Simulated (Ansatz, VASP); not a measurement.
## Sc2Al in VASP and in Ansatz

The input INCAR:

```
SYSTEM = Sc2Al
PREC = Accurate ; ENCUT = 520
EDIFF = 1E-6 ; ISMEAR = 0
SIGMA = 0.1 ; LREAL = .False.
LASPH = .True. ; NELM = 80
ALGO = Normal ; ISIF = 2
LWAVE = .False. ; LCHARG = .False.
LDIPOL = .True. ; IDIPOL = 3
DIPOL = 0.5 0.5 0.487 ; GGA = PS
NBANDS = 34
```

The input KPOINTS:

```
regular mesh
0
Gamma
  9 9 1
  0 0 0
```

Contents of POSCAR:

```
Sc2Al
1.0
    4.8508989718      0.0000000000      0.0000000000
   -2.4254494859      4.2010017408      0.0000000000
    0.0000000000      0.0000000000     19.5640884898
Sc Al
4 2
Direct
    0.6666666667      0.3333333333      0.3833554527
    0.0000000000      0.0000000000      0.4611184842
    0.3333333333      0.6666666667      0.5388815158
    0.0000000000      0.0000000000      0.6166445473
    0.3333333333      0.6666666667      0.3833554527
    0.6666666667      0.3333333333      0.5388815158
```

Input for Ansatz:

```yaml
crystal:
  lattice:
    - [4.8508989718, 0.0, 0.0]
    - [-2.4254494859, 4.2010017408, 0.0]
    - [0.0, 0.0, 19.5640884898]
  atoms:
    - { symbol: Sc, position: [0.6666666667, 0.3333333333, 0.3833554527] }
    - { symbol: Al, position: [0.3333333333, 0.6666666667, 0.3833554527] }
    - { symbol: Sc, position: [0.0, 0.0, 0.4611184842] }
    - { symbol: Sc, position: [0.3333333333, 0.6666666667, 0.5388815158] }
    - { symbol: Al, position: [0.6666666667, 0.3333333333, 0.5388815158] }
    - { symbol: Sc, position: [0.0, 0.0, 0.6166445473] }
basis:
  ecutwfc: 420
kpoints:
  mp_grid: { grid: [9, 9, 1] }
hamiltonian:
  xc: pbesol
scf:
  occupations: { method: gaussian, width: 0.1 }
output:
  forces: true
  stress: true
  eigenvalues: true
efield:
  axis: 3
  dipole_correction: true
  ramp_width: 0.04
```

Alike in both runs: task single point; functional PBEsol; k mesh 9 × 9 × 1; occupations gaussian, width 0.1 eV; no spin polarisation.

|  | VASP | Ansatz |
| --- | --- | --- |
| version | VASP 6.6.1 | Ansatz 0.2.0 |
| potentials or method | VASP PAW PBE potentials, release 64 (Sc_sv, Al) | scalar-relativistic, plane waves, PAW |
| plane-wave cutoff (eV) | 520 | 420 |
| valence electrons in the cell | 50 | 50 |

```csv
,VASP,Ansatz,Ansatz less VASP
gap on the k mesh at the Fermi level (eV),none,none,-
rms of the force components (eV/Å),0.291,0.292,+0.0009
```

A gap of «none» marks a metal or a gap that the smearing closes. With one functional, cell and mesh, what is left measures potentials, basis and numerics.

Caveats: the PAW data sets were made with another functional, which shifts forces and pressure a little (VASP).
